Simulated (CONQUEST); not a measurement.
CdS (Greenockite):

```xyz
8
Lattice="4.1500 0.0000 0.0000 0.0000 6.7370 0.0000 0.0000 0.0000 7.1880" Properties=species:S:1:pos:R:3 pbc="T T T"
Cd    0.0000    3.3685    2.3960
Cd    2.0750    3.3685    5.9900
Cd    0.0000    0.0000    4.7920
Cd    2.0750    0.0000    1.1980
S     0.0000    5.8949    2.3960
S     2.0750    5.8949    5.9900
S     0.0000    2.5264    4.7920
S     2.0750    2.5264    1.1980
```

Base run:

| Quantity | Value |
| --- | --- |
| Program | CONQUEST 1.3 |
| Functional | PBE |
| Potentials or basis | PseudoDojo NC PBE, DZP, grid cutoff 120 Ha |
| k mesh | 7 × 4 × 4 |
| Occupations | fermi-dirac, width 0.05 eV |
| Spin | no spin polarisation |

Its results: band gap on the k mesh 1.36 eV; pressure 3.0 GPa; largest force 0.075 eV/Å.

Task: After a change of settings the same cell gave: band gap on the k mesh 1.50 eV; pressure 4.0 GPa; largest force 0.089 eV/Å. Which change was it?
A. potentials or basis from PseudoDojo NC PBE, DZP, grid cutoff 120 Ha to PseudoDojo NC PBE, SZ, grid cutoff 120 Ha
B. potentials or basis from PseudoDojo NC PBE, DZP, grid cutoff 120 Ha to PseudoDojo NC PBE, DZ, grid cutoff 120 Ha
C. potentials or basis from PseudoDojo NC PBE, DZP, grid cutoff 120 Ha to PseudoDojo NC PBE, SZP, grid cutoff 120 Ha

Result: C.

Caveats: the box holds several primitive cells, so bands are folded and the points are those of the box's own zone; the basis of atomic orbitals isn't converged, which shifts pressures, moduli and gaps; the atomic basis is small (some runs).
